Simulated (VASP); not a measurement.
Here is a VASP 6.6.1 calculation.

The input INCAR:

```
PREC = Accurate ; ENCUT = 600
EDIFF = 1E-7 ; ISMEAR = 1
SIGMA = 0.1 ; LREAL = False
LASPH = True ; NELM = 80
ALGO = Normal ; ISIF = 3
LWAVE = False ; LCHARG = False
METAGGA = R2SCAN ; LMIXTAU = True
IBRION = 2 ; NSW = 90
EDIFFG = -0.005 ; KPAR = 2
```

File KPOINTS:

```
regular mesh
0
Gamma
  18 18 18
```

File POSCAR:

```
Cu                                      
1.0
   -0.0000000000      1.7914283005      1.7914283005
    1.7914283005      0.0000000000      1.7914283005
    1.7914283005      1.7914283005      0.0000000000
  Cu            
     1
Direct
     0.0000000000000000    0.0000000000000000    0.0000000000000000
```

Potentials or basis: VASP PAW PBE potentials, release 64 (Cu).

Run with:

```console
$ cat potpaw_PBE.64/Cu/POTCAR > POTCAR
$ mpirun -np 2 vasp_std > vasp.out
```

**Question.** Predict the relaxed volume.

**Answer.** 11.49 Å³/atom.

**Question.** Estimate the band gap on the k mesh.

**Answer.** None (metal or under the smearing width).

**Question.** Predict the relaxed cell.

**Answer.** a = 2.533 Å, b = 2.533 Å, c = 2.533 Å, α = 60.00°, β = 60.00°, γ = 60.00°.

**Question.** What does it give for the space group after relaxing (to 0.05 Å)?

**Answer.** Fm-3m (No. 225).

Final structure:
```yaml
crystal:
  lattice:
    - [0.00000, 1.79103, 1.79103]
    - [1.79103, 0.00000, 1.79103]
    - [1.79103, 1.79103, 0.00000]
  atoms:
    - { symbol: Cu, position: [0.00000, 0.00000, 0.00000] }
```

Caveat: the PAW data sets were made with another functional, which shifts forces and pressure a little.
